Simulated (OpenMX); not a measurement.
Write the native input for OpenMX 3.8.5 that does the following.

```
Task                : band structure
Functional          : PBE
Potentials or basis : OpenMX 2013 PBE set, Sn7.0-s3p2d1, Se7.0-s3p2d1, Zn6.0H-s2p2d1, Cu6.0H-s2p2d1, grid cutoff 500 Ry
k mesh              : 7 × 7 × 7
Occupations         : fermi-dirac, width 0.05 eV
Spin                : no spin polarisation
Mixing scheme       : rmm-diisk
SCF threshold       : 1e-08 Ha
Solver              : band
Max SCF cycles      : 100
```

The system is ZnCu2SnSe4.

```
Sn Se Zn Cu
1.0
    -2.88564    2.88564    5.73983
     2.88564   -2.88564    5.73983
     2.88564    2.88564   -5.73983
Sn Se Zn Cu
1 4 1 2
Direct
  0.50000 0.50000 0.00000
  0.36347 0.88971 0.99322
  0.89649 0.37025 0.00678
  0.11029 0.10351 0.47375
  0.62975 0.63653 0.52625
  0.75000 0.25000 0.50000
  0.00000 0.00000 0.00000
  0.25000 0.75000 0.50000
```

The cell comes from a database or a generator and needn't be the stable form of this composition.

These files were run (other wordings do the same):

ZnCu2SnSe4.dat

```
System.CurrrentDirectory             ./
System.Name                          ZnCu2SnSe4
DATA.PATH                            ./DFT_DATA13
level.of.stdout                      1
level.of.fileout                     1
Species.Number                       4
<Definition.of.Atomic.Species
  Sn  Sn7.0-s3p2d1           Sn_PBE13
  Se  Se7.0-s3p2d1           Se_PBE13
  Zn  Zn6.0H-s2p2d1          Zn_PBE13H
  Cu  Cu6.0H-s2p2d1          Cu_PBE13H
Definition.of.Atomic.Species>

Atoms.Number                         8
Atoms.SpeciesAndCoordinates.Unit     FRAC
<Atoms.SpeciesAndCoordinates
    1  Sn    0.5000000000    0.5000000000    0.0000000000   7.000  7.000
    2  Se    0.3634660000    0.8897130000    0.9932200000   3.000  3.000
    3  Se    0.8964930000    0.3702460000    0.0067800000   3.000  3.000
    4  Se    0.1102870000    0.1035070000    0.4737530000   3.000  3.000
    5  Se    0.6297540000    0.6365340000    0.5262470000   3.000  3.000
    6  Zn    0.7500000000    0.2500000000    0.5000000000  10.000 10.000
    7  Cu    0.0000000000    0.0000000000    0.0000000000   9.500  9.500
    8  Cu    0.2500000000    0.7500000000    0.5000000000   9.500  9.500
Atoms.SpeciesAndCoordinates>

Atoms.UnitVectors.Unit               Ang
<Atoms.UnitVectors
    -2.8856370000    2.8856370000    5.7398310000
     2.8856370000   -2.8856370000    5.7398310000
     2.8856370000    2.8856370000   -5.7398310000
Atoms.UnitVectors>

scf.XcType                           GGA-PBE
scf.SpinPolarization                 off
scf.ElectronicTemperature            580.226
scf.energycutoff                     500.0
scf.maxIter                          100
scf.EigenvalueSolver                 band
scf.Kgrid                            7 7 7
scf.Mixing.Type                      rmm-diisk
scf.Init.Mixing.Weight               0.05
scf.Min.Mixing.Weight                0.001
scf.Max.Mixing.Weight                0.3
scf.Mixing.History                   25
scf.Mixing.StartPulay                8
scf.criterion                        1.0e-8
scf.stress.tensor                    on
MD.Type                              nomd
Band.dispersion                      on
Band.Nkpath                          11
<Band.kpath
   18   0.000000  0.000000  0.000000    0.000000  0.000000  0.500000  G X
    5   0.000000  0.000000  0.500000   -0.126373  0.126373  0.500000  X Y
   10  -0.126373  0.126373  0.500000   -0.313187  0.313187  0.313187  Y S
   16  -0.313187  0.313187  0.313187    0.000000  0.000000  0.000000  S G
   13   0.000000  0.000000  0.000000    0.500000  0.500000 -0.500000  G Z
   10   0.500000  0.500000 -0.500000    0.313187  0.686813 -0.313187  Z S1
    7   0.313187  0.686813 -0.313187    0.000000  0.500000  0.000000  S1 N
   13   0.000000  0.500000  0.000000    0.250000  0.250000  0.250000  N P
    8   0.250000  0.250000  0.250000    0.500000  0.500000 -0.126373  P Y1
   14   0.500000  0.500000 -0.126373    0.500000  0.500000 -0.500000  Y1 Z
    7   0.000000  0.000000  0.500000    0.250000  0.250000  0.250000  X P
Band.kpath>
```

Potentials or basis: OpenMX 2013 PBE set, Sn7.0-s3p2d1, Se7.0-s3p2d1, Zn6.0H-s2p2d1, Cu6.0H-s2p2d1, grid cutoff 500 Ry.

Run with:

```bash
$ openmx ZnCu2SnSe4.dat -nt 1 > ZnCu2SnSe4.std
```

Results of the run:

| Property | Result |
| --- | --- |
| Pressure | 3.2 GPa |
| Largest force | 0.160 eV/Å |
| Band gap along the path | none (metal or under the smearing width) |
| Mulliken charges | Sn +1.25; Se -0.39; Zn +0.31; Cu +0.00, -0.00 e |

Caveat: the transition metal has a single d function, too few for pressures, volumes and moments; Mulliken charges move with the basis; spin-orbit coupling is left out, which moves the levels of the heavy elements; the basis of atomic orbitals isn't converged, which shifts pressures, moduli and gaps; the run has no spin polarisation, though such a crystal can be magnetic.

It took 3.5 min on 1 thread of Arm Neoverse V2, on a shared host, peak memory 1.3 GiB.
